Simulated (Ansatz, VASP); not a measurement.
**Gd in VASP and in Ansatz**

Contents of INCAR:

```
SYSTEM = Gd
ALGO = Normal
EDIFF = 1E-7
ENCUT = 520
GGA = PE
ISIF = 2
ISMEAR = -1
ISPIN = 2
LASPH = .True.
LCHARG = .False.
LMAXMIX = 6
LORBIT = 11
LREAL = .False.
LWAVE = .False.
MAGMOM = 7
NBANDS = 19
NELM = 120
PREC = Accurate
SIGMA = 0.05
```

Contents of KPOINTS:

```
k-points
0
Gamma
  9 9 9
  0 0 0
```

POSCAR

```
Gd
1.0
    0.0000000000      2.6365342960      2.6365342960
    2.6365342960      0.0000000000      2.6365342960
    2.6365342960      2.6365342960      0.0000000000
Gd
1
Direct
    0.0000000000      0.0000000000      0.0000000000
```

input.yaml

```yaml
crystal:
  lattice:
    - [0.0, 2.636534296, 2.636534296]
    - [2.636534296, 0.0, 2.636534296]
    - [2.636534296, 2.636534296, 0.0]
  atoms:
    - { symbol: Gd, position: [0.0, 0.0, 0.0], spin: 7.0 }
hamiltonian:
  xc: pbe
  pseudopotentials: { kind: paw }
magnetization:
  spin_polarized: true
kpoints:
  mp_grid: { grid: [9, 9, 9] }
scf:
  occupations: { method: fermi_dirac, width: 0.05 }
output:
  forces: true
  stress: true
  eigenvalues: true
  write_density: true
  write_potential: true
  elf: true
  volumetric_format: npy
```

Change from the starting cell: volume scaled by 1.06.

Alike in both runs: task single point; functional PBE; k mesh 9 × 9 × 9; occupations fermi-dirac, width 0.05 eV; collinear spin, ferromagnetic start.

```csv
,VASP,Ansatz
version,VASP 6.6.1,Ansatz 0.2.0
potentials or method,"VASP PAW PBE potentials, release 64 (Gd)",Ansatz PAW
plane-wave cutoff (eV),520,420
valence electrons in the cell,18,18
```

Ansatz gave:

* gap on the k mesh at the Fermi level (eV): none
* pressure (GPa): -2.5
* net moment per atom (μB): 7.68
* size of the moment on the site where the two differ most (μB): 7.38

**Question.** Estimate VASP's values.

**Answer.** gap on the k mesh at the Fermi level (eV): none; pressure (GPa): -2.8; net moment per atom (μB): 7.69; size of the moment on the site where the two differ most (μB): 6.99.

Site moments also hang on the region over which each program counts them. A gap of «none» marks a metal or a gap that the smearing closes.

Caveats: spin-orbit coupling is left out, which moves the levels of the heavy elements. The state reached can hang on the start; a lower one may exist.
